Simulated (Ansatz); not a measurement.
# Debugging a calculation of TiO$_{2}$

Intended: TiO$_{2}$, r2SCAN, plane waves and PAW in Ansatz. The input:

```yaml
crystal:
  lattice:
    - [2.706034, -2.706655, 0.0]
    - [2.706034, 2.706655, 0.0]
    - [-2.633531, 0.0, 4.796637]
  atoms:
    - { symbol: Ti, position: [0.13411, 0.86589, 0.25] }
    - { symbol: Ti, position: [0.86589, 0.13411, 0.75] }
    - { symbol: O, position: [0.331221, 0.088755, 0.667149] }
    - { symbol: O, position: [0.668779, 0.911245, 0.332851] }
    - { symbol: O, position: [0.911245, 0.668779, 0.832851] }
    - { symbol: O, position: [0.088755, 0.331221, 0.167149] }
total_charge: -1
basis:
  ecutwfc: 500
kpoints:
  mp_grid: { grid: [8, 8, 6] }
hamiltonian:
  xc: r2scan
scf:
  occupations: { method: fixed }
output:
  forces: true
  stress: true
  eigenvalues: true
```

Command:

```bash
ansatz run input.yaml --threads 1 --pin off --max-ram 2560MiB --backend cpu --events-out ev --progress --plain --runs-dir out
```

Output, shortened:

```text
Error: inconsistent input (scf.occupations.method, magnetization): a σ = 0 step fill (method: fixed, or a smearing width below the step floor) cannot realise an odd electron count (49) without a locked total moment — the per-k integer fill puts the same N_el/2 bands in each spin channel …
```

Question: What is wrong, and how is it cured?

Answer: The fault is a charge on a gapped cell under fixed occupations. An odd number of electrons can't fill whole bands in two equal spin channels. The cure is a smearing, or a spin lock.

Fix:

```diff
 scf:
-  occupations: { method: fixed }
+  occupations: { method: gaussian, width: 0.05 }
```

The mended run converges, with a pressure of -7.24 GPa, no gap.

Time of the mended run: 39 s on 1 thread of Arm Neoverse V1 (shared host), peak memory 0.64 GiB.